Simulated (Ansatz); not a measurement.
Runs of Ansatz 0.2.0 on SrO. The structure is cubic, space group Fm-3m (No. 225). The conventional cell has a = 5.133 Å, b = 5.133 Å, c = 5.133 Å, α = 90.00°, β = 90.00°, γ = 90.00°. Sr (site symmetry m-3m) is surrounded by 6 O at 2.57 Å. O (site symmetry m-3m) is surrounded by 6 Sr at 2.57 Å. 

| task | level | cell | k mesh | smearing | q mesh | points for each segment of the path | gap on the mesh (eV) | pressure (GPa) | relaxed volume (Å³/atom) |
| --- | --- | --- | --- | --- | --- | --- | --- | --- | --- |
| single point | PBE | as given | 9 × 9 × 9 | gaussian 0.029 eV | - | - | 3.37 | (b) | - |
| phonons | LDA | as given | 7 × 7 × 7 | fixed | 2 × 2 × 2 | 8 | (c) | - | - |
| phonons | PBE | as given | 7 × 7 × 7 | fixed | 2 × 2 × 2 | 8 | 3.41 | - | - |
| relaxation of cell and atoms | BLYP+D4 | relaxed | 9 × 9 × 9 | fermi-dirac 0.05 eV | - | - | 3.52 | 0.0 | 17.44 |
| relaxation of cell and atoms | BLYP+D3(BJ) | relaxed | 9 × 9 × 9 | fermi-dirac 0.05 eV | - | - | 3.51 | 0.0 | (a) |

Alike in all rows: potentials or basis Ansatz PAW; no spin polarisation; cutoff (eV) 420.

Question: Fill in the values left out.

Answer: (a) 16.98; (b) 3.3; (c) 3.25.

Caveats: odd divisions of the mesh miss points on the zone boundary, where band edges often lie, so the gap on the mesh can be too wide; the PAW data sets come from PBE, with cores solved anew for the run's functional, which leaves a small shift of forces and pressure (some runs); the plane-wave basis is chosen anew once the cell has moved, so the energies of steps on either side of that aren't comparable (some runs).

A k mesh can miss the band edges, and the runs leave out spin-orbit coupling on Sr.
